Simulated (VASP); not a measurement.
Crystal: TePb.

```
Pb Te
1.0
     0.00000    3.23100    3.23100
     3.23100    0.00000    3.23100
     3.23100    3.23100    0.00000
Pb Te
1 1
Direct
  0.00000 0.00000 0.00000
  0.50000 0.50000 0.50000
```

* Program: VASP 6.6.1
* Task: relaxation of cell and atoms
* Functional: PBE
* Potentials or basis: VASP PAW PBE potentials, release 64 (Pb_d, Te)
* Cutoff: 600 eV
* k mesh: 7 × 7 × 7
* Occupations: fermi-dirac, width 0.05 eV
* Spin: no spin polarisation

At the start: pressure 2.0 GPa; volume 33.73 Å³/atom.

Question: Where does the relaxation end?

Answer: Over 3 steps the energy falls by 10.5 meV/atom and the volume is 35.42 Å³/atom (+5.0 %); space group Fm-3m (No. 225, to 0.05 Å).

The path:
| step | energy change (eV) | largest force (eV/Å) | pressure (GPa) | volume (Å³) |
| --- | --- | --- | --- | --- |
| 1 | 0.0000 | 0.0000 | 2.03 | 67.46 |
| 2 | -0.0197 | 0.0000 | -0.49 | 71.72 |
| 3 | -0.0210 | 0.0000 | 0.02 | 70.84 |

Final structure:
```
Pb Te
1.0
     0.00000    3.28412    3.28412
     3.28412    0.00000    3.28412
     3.28412    3.28412    0.00000
Pb Te
1 1
Cartesian
  0.0000 0.0000 0.0000
  3.2841 3.2841 3.2841
```
